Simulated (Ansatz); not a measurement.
# TaC: lattice vibrations and screening

Aim: for TaC, relax the cell, tighten the relaxation for response calculations and compute the phonons at Γ and, if it has a gap, its response to an electric field.

The COD entry's cell or inner coordinates are ideal or old and differ from later refinements, so a difference from it is no clean test against experiment.

Computed with Ansatz 0.2.0 (DFT PBE, scalar-relativistic, plane waves, PAW, unless a step's input says otherwise).

### 1 The starting structure

The structure is cubic, space group Fm-3m (No. 225). The conventional cell has a = 4.446 Å, b = 4.446 Å, c = 4.446 Å, α = 90.00°, β = 90.00°, γ = 90.00°. Around Ta (site symmetry m-3m) lie 6 C at 2.22 Å. C (site symmetry m-3m) is surrounded by 6 Ta at 2.22 Å.

Coordinates:

```xyz
2
Lattice="0.0000 2.2230 2.2230 2.2230 0.0000 2.2230 2.2230 2.2230 0.0000" Properties=species:S:1:pos:R:3 pbc="T T T"
Ta    0.0000    0.0000    0.0000
C     2.2230    2.2230    2.2230
```

Source of the structure: the Crystallography Open Database.

(A quick probe on a coarse mesh, which set the mesh and smearing, is not shown.)

### 3 The relaxation

File input.yaml:

```yaml
crystal:
  lattice:
    - [0.0, 2.223, 2.223]
    - [2.223, 0.0, 2.223]
    - [2.223, 2.223, 0.0]
  atoms:
    - { symbol: Ta, position: [0.0, 0.0, 0.0] }
    - { symbol: C, position: [0.5, 0.5, 0.5] }
basis:
  ecutwfc: 420
kpoints:
  mp_grid: { grid: [16, 16, 16] }
hamiltonian:
  xc: pbe
scf:
  occupations: { method: gaussian, width: 0.1 }
output:
  forces: true
  stress: true
  eigenvalues: true
relax:
  adjacent_minimum: "off"
  f_tol: 0.005
  max_steps: 80
  cell: { stress_tol: 0.05 }
```

Command:

```sh
$ ansatz run input.yaml --threads 1 --pin off --max-ram 2560MiB --backend cpu --events-out ev --progress --plain --runs-dir out
```

The session goes on with these runs: relaxing to 0.001 eV/Å, with the smearing for a metal; zone-centre modes.

**Question.** What will these runs give? Wanted: relaxed cell; volume; formation energy; optical modes at Γ.

**Answer**, as computed:

```
                                                               quantity                                                                      value
                                            relaxed cell (conventional)  a = 4.476 Å, b = 4.476 Å, c = 4.476 Å, α = 90.00°, β = 90.00°, γ = 90.00°
                                                   space group (0.01 Å)                                                            Fm-3m (No. 225)
                                                                 volume                                                              11.21 Å³/atom
formation energy (elements from runs with the same settings, not shown)                                                              -0.60 eV/atom
                                                     optical modes at Γ                                                                   537 cm⁻¹
```

The relaxed volume is 2.1 % larger than at the start. PBE usually gives cells somewhat too large. All optical modes at Γ are real, so no distortion that keeps the cell lowers the energy to second order; that says nothing of other wave vectors. Spin-orbit coupling is left out for Ta. In a metal such response values depend on mesh and smearing, which were not converged here.
